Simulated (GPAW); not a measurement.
# Ga (Cmce) in GPAW: reference runs

How does Ga come out in PBEsol? The cell is run as given and disturbed.

All numbers are computed with GPAW 26.7.0; they aren't measurements. Logs are shortened: lines on timing, memory, paths and dates and some standing lists are left out, and cuts for length are marked. The log counts tension as positive stress, the text compression.

### Step 1. The structure

Symmetry: Cmce, No. 64, orthorhombic system. Conventional cell: a = 4.523 Å, b = 7.661 Å, c = 4.524 Å, α = 90.00°, β = 90.00°, γ = 90.00°. Ga (site symmetry m) has 7 Ga at 2.48 to 2.79 Å as nearest neighbours.

### Step 2. Single point, PBEsol

run.py reads:

```python
from ase import Atoms
from ase.dft.bandgap import bandgap
from ase.io import write
from ase.units import GPa
from gpaw import GPAW, PW, setup_paths

setup_paths.insert(0, '.')

atoms = Atoms(['Ga', 'Ga', 'Ga', 'Ga'],
              cell=[[2.2615, -3.8305, 0.0],
                    [2.2615, 3.8305, 0.0],
                    [0.0, 0.0, 4.524]],
              scaled_positions=[[0.3451, 0.6549, 0.419],
                                [0.1549, 0.8451, 0.919],
                                [0.6549, 0.3451, 0.581],
                                [0.8451, 0.1549, 0.081]],
              pbc=True)

calc = GPAW(mode=PW(600),
            xc='PBEsol',
            kpts={'size': (7, 7, 6), 'gamma': True},
            occupations={'name': 'fermi-dirac', 'width': 0.05},
            nbands=16,
            convergence={'density': 1e-05, 'energy': 1e-05},
            maxiter=150,
            txt='gpaw.txt')
atoms.calc = calc
energy = atoms.get_potential_energy()
forces = atoms.get_forces()
stress = atoms.get_stress()
calc.write('gs.gpw')
write('result.traj', atoms)
print(f'Energy: {energy:.6f} eV')
print('Forces (eV/A):')
print(forces.round(4))
print('Stress (GPa):', (stress / GPa).round(3))
print('Fermi level:', round(calc.get_fermi_level(), 4), 'eV')
print(f'Gap: {bandgap(calc)[0]:.4f} eV, direct: {bandgap(calc, direct=True)[0]:.4f} eV')
```

Potentials or basis: PAW data sets generated in the run's folder for this functional, pw.

Started as:

```sh
gpaw-setup -f PBEsol Ga
OMP_NUM_THREADS=1 python run.py
```

gpaw.txt:

```text
__  _  _
 | _ |_)|_||  |
 |__||  | ||/\| - 26.7.0

Input parameters:
  mode=PW(ecut=600.0),
  convergence={'density': 1e-05, 'energy': 1e-05},
  kpts=MonkhorstPack(size=(7, 7, 6), gamma=True),
  maxiter=150,
  nbands=16,
  occupations=Occupations(name='fermi-dirac', width=0.05),
  xc=XC(name='PBEsol')

Diagonalizing LCAO Hamiltonian
Converting LCAO to pw mode

           Ga

        GaGa

       Ga

Atoms  # Å, Bohr magnetons
|   | symbol |        x |         y |        z |    initial magnetic moments |
|---|--------|----------|-----------|----------|-----------------------------|
| 0 |     Ga | 2.261500 |  1.186689 | 1.895556 | ( 0.0000,  0.0000,  0.0000) |
| 1 |     Ga | 2.261500 |  2.643811 | 4.157556 | ( 0.0000,  0.0000,  0.0000) |
| 2 |     Ga | 2.261500 | -1.186689 | 2.628444 | ( 0.0000,  0.0000,  0.0000) |
| 3 |     Ga | 2.261500 | -2.643811 | 0.366444 | ( 0.0000,  0.0000,  0.0000) |

Unit cell  # Å
| periodic |        x |         y |        z |  lengths |     angles |
|----------|----------|-----------|----------|----------|------------|
|      yes | 2.261500 | -3.830500 | 0.000000 | 4.448271 |  90.000000 |
|      yes | 2.261500 |  3.830500 | 0.000000 | 4.448271 |  90.000000 |
|      yes | 0.000000 |  0.000000 | 4.524000 | 4.524000 | 118.885399 |

Number of symmetries: 4
Symmetry operations  # r_c * U_cc + t_c -> r_c
|   | kind |            matrix            |
|---|------|------------------------------|
| 0 |  E   |  1, 0, 0,  0, 1, 0,  0, 0, 1 |
| 1 |  C2  |  0, 1, 0,  1, 0, 0,  0, 0,-1 |
| 2 |  σ   |  0,-1, 0, -1, 0, 0,  0, 0, 1 |
| 3 |  i   | -1, 0, 0,  0,-1, 0,  0, 0,-1 |

BZ-sampling:
  Number of BZ points: 294
  Number of IBZ points: 88

  Monkhorst-Pack size: [7, 7, 6]
  Monkhorst-Pack shift: [0.0, 0.0, 0.08333333333333333]

K-points  # in reciprocal-cell coordinates
|     |                                coordinates |     weight |
|-----|--------------------------------------------|------------|
|   0 | (  0.00000000,   0.00000000,   0.00000000) | 0.00340136 |
|   1 | (  0.00000000,   0.00000000,   0.16666667) | 0.00680272 |
|   2 | (  0.00000000,   0.00000000,   0.33333333) | 0.00680272 |
|   3 | (  0.00000000,   0.00000000,   0.50000000) | 0.00340136 |
|   4 | (  0.14285714,  -0.14285714,  -0.33333333) | 0.00680272 |
|   5 | (  0.14285714,  -0.14285714,  -0.16666667) | 0.00680272 |
|   6 | (  0.14285714,  -0.14285714,   0.00000000) | 0.00680272 |
|   7 | (  0.14285714,  -0.14285714,   0.16666667) | 0.00680272 |
|   8 | (  0.14285714,  -0.14285714,   0.33333333) | 0.00680272 |
|   9 | (  0.14285714,  -0.14285714,   0.50000000) | 0.00680272 |
| ... |                                            |            |
|  87 | (  0.42857143,   0.42857143,   0.50000000) | 0.00680272 |

Plane wave coefficients: 2636
Cutoff: 600.0 eV

Spin-components: 1 (collinear spins)
Bands:           16
Projectors:      20
Spin-degeneracy: 2
Datatype:        complex128

Parallelization:
  kpt:    1
  domain: 1
  band:   1

Density:
  Valence electrons: 12.0
  Components: 1
  Grid points: [27 27 27]
  Charge: 0.0  # |e|

Potential:
  Grid points: [27 27 27]

species:
  Ga:
    name:    Gallium
    Z:       31.0
    valence: 3
    core:    28
    charge:  0.0  # [|e|]
    compensation charges:
      type: gauss
      rc: 0.37  # [Å]
      lmax: 2
    cutoffs:
      filter: 2.06  # [Å]
      core: 4.17  # [Å]
    projectors
    | kind |    occ | energy [eV] | rcut [Å] |
    |------|--------|-------------|----------|
    |   4s |  2.000 |      -8.959 |    1.164 |
    |   4p |  1.000 |      -2.572 |    1.164 |
    |    s |        |      18.252 |    1.164 |
    |    p |        |      24.640 |    1.164 |
    |    d |        |       0.000 |    1.164 |

    Using partial waves for Ga as LCAO basis

Reference energy: -211377.741574  # eV

eigensolver:
  PPCG
  Converge bands: occupied
  niter=2

density mixing:
  MSR1-Mixer
  Pratt-step length: 0.05
  Maximum mixing coefficient: 0.75
  Old densities: 10
  SVD Regularization: 0.005
  Good broyden scale: 1.0
  Trust region scale: 1.0
  Backstep threshold: 4.0
  History deletion threshold: 6.0
  Fourier metric: weight=20.0, sigma=0.015

occupation numbers:
  Fermi-Dirac:
    width: 0.0500  # eV

poisson solver:
  ecut: 4800.0  # eV

xc functional:
  name: PBEsol with 2 nearest neighbor stencil

convergence criteria:
- Maximum integral of absolute [dens]ity change: 1e-05 electrons / valence electron
- Maximum [total energy] change in last 3 cyles: 1e-05 eV / valence electron
- Maximum integral of absolute [eigenst]ate change: 4e-08 eV^2 / valence electron
maximum number of iterations: 150

SCF iterations
|iter     | |      energy | eigst |  dens |
|---------|-|-------------|-------|-------|
|iter:   1| |  -13.339644 | -0.80 |       |
|iter:   2| |  -13.339724 | -3.16 | -0.97 |
|iter:   3| |  -13.328207 | -3.36 | -0.99 |
|iter:   4| |  -13.327610 | -3.91 | -1.49 |
|iter:   5| |  -13.327641 | -5.63 | -2.67 |
|iter:   6| |  -13.327646c| -6.90 | -3.20 |
|iter:   7| |  -13.327646c| -7.46c| -3.97 |
|iter:   8| |  -13.327646c| -8.37c| -4.99 |
|iter:   9| |  -13.327646c| -9.08c| -5.66c|

Converged in 9 steps
Energy contributions relative to reference atoms: (reference = -211377.741574)

Energy contributions:
  Kinetic:          41.486166
  Coulomb:         -33.329775
  Zero:              0.048282
  External:          0.000000
  Xc:              -21.527919
  Entropy:          -0.008802
  Spinorbit:         0.000000
  ----------------------------
  Free energy:     -13.332047
  Extrapolated:    -13.327646

dipole moment: (-0.000133, -0.000000, -0.000133)  # |e|*Ang

Fermi level: 5.570
Eigenvalues  # (at kpt = [0.000, 0.000, 0.000])
| band index |      eig [eV] | occ [0-2] |
|------------|---------------|-----------|
|          0 |        -5.512 |     2.000 |
|          1 |         1.259 |     2.000 |
|          2 |         1.803 |     2.000 |
|          3 |         3.749 |     2.000 |
|          4 |         3.805 |     2.000 |
|          5 |         4.734 |     2.000 |
|          6 |         6.404 |     0.000 |
|          7 |         6.446 |     0.000 |
|          8 |         6.539 |     0.000 |
|          9 |        10.602 |     0.000 |
|         10 |        10.922 |     0.000 |
|         11 |        12.103 |     0.000 |
|         12 |        12.303 |     0.000 |
|         13 |        12.892 |     0.000 |
|        ... |               |           |
|         15 |        13.945 |     0.000 |

No gap
No difference between direct/indirect transitions

Forces  # eV/Ang
|       x |        y |        z |
|---------|----------|----------|
| 0.00000 |  0.10661 | -0.03840 |  # Ga   0
| 0.00000 | -0.10661 | -0.03840 |  # Ga   1
| 0.00000 | -0.10661 |  0.03840 |  # Ga   2
| 0.00000 |  0.10661 |  0.03840 |  # Ga   3

Stress tensor  # eV/Ang^3
|        x |         y |         z |
|----------|-----------|-----------|
| 0.010787 |  0.000000 |  0.000000 |
| 0.000000 |  0.000238 | -0.000000 |
| 0.000000 | -0.000000 |  0.003461 |

# Writing to gs.gpw (mode='')
```

It took 33 s on 1 thread of Intel Xeon 6975P-C (Granite Rapids), shared host; peak memory 0.25 GiB.

What came out:

```
Free energy            : -13.3320 eV
Pressure               : -0.8 GPa
Largest force          : 0.113 eV/Å
Band gap on the k mesh : none (metal or under the smearing width)
```

Forces on the atoms (eV/Å):
```
Ga   0.000  0.107 -0.038
Ga   0.000 -0.107 -0.038
Ga   0.000 -0.107  0.038
Ga   0.000  0.107  0.038
```

Stress tensor (GPa, compression positive):
```
-1.73  0.00  0.00
 0.00 -0.04  0.00
 0.00  0.00 -0.55
```

Levels at points of the mesh, in eV from the Fermi level:
```tsv
k point	band 2	band 3	band 4	band 5	band 6	band 7	band 8	band 9	band 10	band 11
(0.00, 0.00, 0.00)	-4.31	-3.77	-1.82	-1.77	-0.84	0.83	0.88	0.97	5.03	5.35
(0.00, 0.00, 0.50)	-9.26	-0.22	-0.22	-0.03	-0.03	-0.02	-0.02	2.04	2.04	3.78
```

### Step 3. Single point, PBEsol (atoms moved at random, drawn with an rms of 0.05 Å)

Edit run.py of step 2 so:

```diff
@@ -12,6 +12,6 @@
                     [0.0, 0.0, 4.524]],
-              scaled_positions=[[0.3451, 0.6549, 0.419],
-                                [0.1549, 0.8451, 0.919],
-                                [0.6549, 0.3451, 0.581],
-                                [0.8451, 0.1549, 0.081]],
+              scaled_positions=[[0.357574, 0.649815, 0.413855],
+                                [0.143323, 0.83858, 0.916359],
+                                [0.655953, 0.346102, 0.598434],
+                                [0.851305, 0.162776, 0.086402]],
               pbc=True)
```

Potentials or basis: PAW data sets generated in the run's folder for this functional, pw.

Started as:

```sh
gpaw-setup -f PBEsol Ga
OMP_NUM_THREADS=1 python run.py
```

gpaw.txt:

```text
__  _  _
 | _ |_)|_||  |
 |__||  | ||/\| - 26.7.0

Input parameters:
  mode=PW(ecut=600.0),
  convergence={'density': 1e-05, 'energy': 1e-05},
  kpts=MonkhorstPack(size=(7, 7, 6), gamma=True),
  maxiter=150,
  nbands=16,
  occupations=Occupations(name='fermi-dirac', width=0.05),
  xc=XC(name='PBEsol')

Diagonalizing LCAO Hamiltonian
Converting LCAO to pw mode

           Ga

        GaGa

       Ga

Atoms  # Å, Bohr magnetons
|   | symbol |        x |         y |        z |    initial magnetic moments |
|---|--------|----------|-----------|----------|-----------------------------|
| 0 |     Ga | 2.278210 |  1.119429 | 1.872280 | ( 0.0000,  0.0000,  0.0000) |
| 1 |     Ga | 2.220574 |  2.663182 | 4.145608 | ( 0.0000,  0.0000,  0.0000) |
| 2 |     Ga | 2.266147 | -1.186884 | 2.707315 | ( 0.0000,  0.0000,  0.0000) |
| 3 |     Ga | 2.293344 | -2.637410 | 0.390883 | ( 0.0000,  0.0000,  0.0000) |

Unit cell  # Å
| periodic |        x |         y |        z |  lengths |     angles |
|----------|----------|-----------|----------|----------|------------|
|      yes | 2.261500 | -3.830500 | 0.000000 | 4.448271 |  90.000000 |
|      yes | 2.261500 |  3.830500 | 0.000000 | 4.448271 |  90.000000 |
|      yes | 0.000000 |  0.000000 | 4.524000 | 4.524000 | 118.885399 |

Number of symmetries: 1
Symmetry operations  # r_c * U_cc + t_c -> r_c
|   | kind |            matrix            |
|---|------|------------------------------|
| 0 |  E   |  1, 0, 0,  0, 1, 0,  0, 0, 1 |

BZ-sampling:
  Number of BZ points: 294
  Number of IBZ points: 148

  Monkhorst-Pack size: [7, 7, 6]
  Monkhorst-Pack shift: [0.0, 0.0, 0.08333333333333333]

K-points  # in reciprocal-cell coordinates
|     |                                coordinates |     weight |
|-----|--------------------------------------------|------------|
|   0 | (  0.00000000,   0.00000000,   0.00000000) | 0.00340136 |
|   1 | (  0.00000000,   0.00000000,   0.16666667) | 0.00680272 |
|   2 | (  0.00000000,   0.00000000,   0.33333333) | 0.00680272 |
|   3 | (  0.00000000,   0.00000000,   0.50000000) | 0.00340136 |
|   4 | (  0.00000000,   0.14285714,  -0.33333333) | 0.00680272 |
|   5 | (  0.00000000,   0.14285714,  -0.16666667) | 0.00680272 |
|   6 | (  0.00000000,   0.14285714,   0.00000000) | 0.00680272 |
|   7 | (  0.00000000,   0.14285714,   0.16666667) | 0.00680272 |
|   8 | (  0.00000000,   0.14285714,   0.33333333) | 0.00680272 |
|   9 | (  0.00000000,   0.14285714,   0.50000000) | 0.00680272 |
| ... |                                            |            |
| 147 | (  0.42857143,   0.42857143,   0.50000000) | 0.00680272 |

Plane wave coefficients: 2636
Cutoff: 600.0 eV

Spin-components: 1 (collinear spins)
Bands:           16
Projectors:      20
Spin-degeneracy: 2
Datatype:        complex128

Parallelization:
  kpt:    1
  domain: 1
  band:   1

Density:
  Valence electrons: 12.0
  Components: 1
  Grid points: [27 27 27]
  Charge: 0.0  # |e|

Potential:
  Grid points: [27 27 27]

species:
  Ga:
    name:    Gallium
    Z:       31.0
    valence: 3
    core:    28
    charge:  0.0  # [|e|]
    compensation charges:
      type: gauss
      rc: 0.37  # [Å]
      lmax: 2
    cutoffs:
      filter: 2.06  # [Å]
      core: 4.17  # [Å]
    projectors
    | kind |    occ | energy [eV] | rcut [Å] |
    |------|--------|-------------|----------|
    |   4s |  2.000 |      -8.959 |    1.164 |
    |   4p |  1.000 |      -2.572 |    1.164 |
    |    s |        |      18.252 |    1.164 |
    |    p |        |      24.640 |    1.164 |
    |    d |        |       0.000 |    1.164 |

    Using partial waves for Ga as LCAO basis

Reference energy: -211377.741574  # eV

eigensolver:
  PPCG
  Converge bands: occupied
  niter=2

density mixing:
  MSR1-Mixer
  Pratt-step length: 0.05
  Maximum mixing coefficient: 0.75
  Old densities: 10
  SVD Regularization: 0.005
  Good broyden scale: 1.0
  Trust region scale: 1.0
  Backstep threshold: 4.0
  History deletion threshold: 6.0
  Fourier metric: weight=20.0, sigma=0.015

occupation numbers:
  Fermi-Dirac:
    width: 0.0500  # eV

poisson solver:
  ecut: 4800.0  # eV

xc functional:
  name: PBEsol with 2 nearest neighbor stencil

convergence criteria:
[... 6 lines left out ...]
|iter     | |      energy | eigst |  dens |
|---------|-|-------------|-------|-------|
|iter:   1| |  -13.312149 | -0.81 |       |
|iter:   2| |  -13.312136 | -3.15 | -0.97 |
|iter:   3| |  -13.300164 | -3.33 | -0.99 |
|iter:   4| |  -13.299646 | -3.89 | -1.49 |
|iter:   5| |  -13.299680 | -5.54 | -2.64 |
|iter:   6| |  -13.299683c| -6.58 | -3.11 |
|iter:   7| |  -13.299684c| -7.76c| -3.67 |
|iter:   8| |  -13.299683c| -8.14c| -4.34 |
|iter:   9| |  -13.299683c| -8.98c| -5.07c|

Converged in 9 steps
Energy contributions relative to reference atoms: (reference = -211377.741574)

Energy contributions:
  Kinetic:          41.685928
  Coulomb:         -33.509119
  Zero:              0.049835
  External:          0.000000
  Xc:              -21.522347
  Entropy:          -0.007961
  Spinorbit:         0.000000
  ----------------------------
  Free energy:     -13.303664
  Extrapolated:    -13.299683

dipole moment: (-0.043993, 0.108949, 0.170418)  # |e|*Ang

Fermi level: 5.563
Eigenvalues  # (at kpt = [0.000, 0.000, 0.000])
| band index |      eig [eV] | occ [0-2] |
|------------|---------------|-----------|
|          0 |        -5.497 |     2.000 |
|          1 |         1.251 |     2.000 |
|          2 |         1.733 |     2.000 |
|          3 |         3.831 |     2.000 |
|          4 |         3.873 |     2.000 |
|          5 |         4.683 |     2.000 |
|          6 |         6.319 |     0.000 |
|          7 |         6.377 |     0.000 |
|          8 |         6.599 |     0.000 |
|          9 |        10.773 |     0.000 |
|         10 |        11.191 |     0.000 |
|         11 |        12.014 |     0.000 |
|         12 |        12.213 |     0.000 |
|         13 |        12.776 |     0.000 |
|        ... |               |           |
|         15 |        13.568 |     0.000 |

No gap
No difference between direct/indirect transitions

Forces  # eV/Ang
|        x |        y |        z |
|----------|----------|----------|
|  0.10221 |  0.46180 | -0.02944 |  # Ga   0
|  0.18797 | -0.24007 |  0.01569 |  # Ga   1
| -0.16829 | -0.34931 | -0.17193 |  # Ga   2
| -0.12189 |  0.12759 |  0.18567 |  # Ga   3

Stress tensor  # eV/Ang^3
|         x |         y |         z |
|-----------|-----------|-----------|
|  0.009635 |  0.000382 | -0.001557 |
|  0.000382 | -0.001349 |  0.003977 |
| -0.001557 |  0.003977 |  0.004830 |

# Writing to gs.gpw (mode='')
```

It took 58 s on 1 thread of Intel Xeon 6975P-C (Granite Rapids), shared host; peak memory 0.32 GiB.

Results:

```yaml
Free_energy: -13.3037 eV
Pressure: -0.7 GPa
Largest_force: 0.474 eV/Å
Band_gap_on_the_k_mesh: none (metal or under the smearing width)
```

Forces in eV/Å, atoms in the order of the input:
```
Ga   0.102  0.462 -0.029
Ga   0.188 -0.240  0.016
Ga  -0.168 -0.349 -0.172
Ga  -0.122  0.128  0.186
```
